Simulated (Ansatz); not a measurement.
AgCl: response to strain

Take AgCl in the rock salt structure (space group Fm-3m, No. 225; a = 5.447 Å) as the base.

Strains are applied to the cell and any free atomic positions relax.

Computed with PBEsol in Ansatz (plane waves to 420 eV, PAW, scalar-relativistic without spin-orbit coupling).

```tsv
variant	electron mass	band gap	smallest direct gap	pressure
base	0.25 mₑ (at Γ)	0.72 eV	3.03 eV	0.00 GPa
isotropic strain −3.00 %	0.25 mₑ (at Γ)	0.75 eV	3.41 eV	6.58 GPa
isotropic strain −2.50 %	0.25 mₑ (at Γ)	0.74 eV	3.34 eV	5.25 GPa
isotropic strain −1.50 %	0.25 mₑ (at Γ)	0.73 eV	3.21 eV	2.89 GPa
isotropic strain −1.00 %	0.25 mₑ (at Γ)	0.73 eV	3.14 eV	1.85 GPa
isotropic strain +1.00 %	0.25 mₑ (at Γ)	0.73 eV	2.92 eV	-1.56 GPa
isotropic strain +1.50 %	0.25 mₑ (at Γ)	0.73 eV	2.87 eV	-2.24 GPa
isotropic strain +2.00 %	0.26 mₑ (at Γ)	0.73 eV	2.82 eV	-2.87 GPa
isotropic strain +2.50 %	0.26 mₑ (at Γ)	0.74 eV	2.78 eV	-3.44 GPa
isotropic strain +3.00 %	0.26 mₑ (at Γ)	0.74 eV	2.74 eV	-3.96 GPa
```

Masses are band curvatures over ±0.01 Å⁻¹ around the edge. Whether these cells are dynamically stable was not tested.

Ansatz is an electronic-structure program.
